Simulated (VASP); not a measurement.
Write the native input for VASP 6.6.1 that does the following.

| Item | Value |
| --- | --- |
| Task | relaxation of cell and atoms |
| Functional | PBE |
| Potentials or basis | VASP PAW PBE potentials, release 64 (H, Mo_sv) |
| Cutoff | 520 eV |
| k mesh | 8 × 8 × 8 |
| Occupations | gaussian, width 0.03 eV |
| Spin | no spin polarisation |
| Further INCAR settings | ALGO = Normal; EDIFF = 1e-07; IBRION = 2; POTIM = 0.3; EDIFFG = -0.005; NSW = 60; ISIF = 3 |

The structure of MoH6 lies in POSCAR:

```
MoH6                                    
1.0
    2.5073123906      1.4475974803      1.8219639985
   -2.5073123906      1.4475974803      1.8219639985
    0.0000000000     -2.8951949685      1.8219639971
  H               Mo            
     6     1
Direct
     0.6882794271125403    0.2875873806768751    0.2875873806765756
     0.2875873806768751    0.6882794271125403    0.2875873806765756
     0.2875873806744068    0.2875873806744068    0.6882794271101029
     0.5889858089492397    0.9072137057707471    0.9072137057708806
     0.9072137057761767    0.9072137057761767    0.5889858089546559
     0.9072137057707471    0.5889858089492397    0.9072137057708807
     0.0700042610399995    0.0700042610399995    0.0700042610403138
```

The cell was built by a generator and needn't be a form met in nature.

The input as run:

INCAR

```
PREC = Accurate
ENCUT = 520
EDIFF = 1E-7
ISMEAR = 0
SIGMA = 0.03
LREAL = False
LASPH = True
NELM = 120
ALGO = Normal
ISIF = 3
LWAVE = False
LCHARG = False
GGA = PE
IBRION = 2
NSW = 60
EDIFFG = -0.005
POTIM = 0.3
KPAR = 8
```

KPOINTS

```
Automatic mesh
0
Gamma
  8 8 8
```

Potentials or basis: VASP PAW PBE potentials, release 64 (H, Mo_sv).

Launch:

```sh
$ cat potpaw_PBE.64/H/POTCAR potpaw_PBE.64/Mo_sv/POTCAR > POTCAR
$ mpirun -np 8 vasp_std > vasp.out
```

Results of the run:

* Energy gained by relaxing: 0.0 meV/atom
* Ionic steps: 2
* Pressure after relaxing: 0.0 GPa
* Band gap on the k mesh: 0.87 eV, indirect (least direct gap 0.92 eV)

Run time: 17 s on 8 MPI ranks on Intel(R) Xeon(R) Platinum 8488C (Sapphire Rapids) (shared host), peak memory 0.19 GiB a rank.
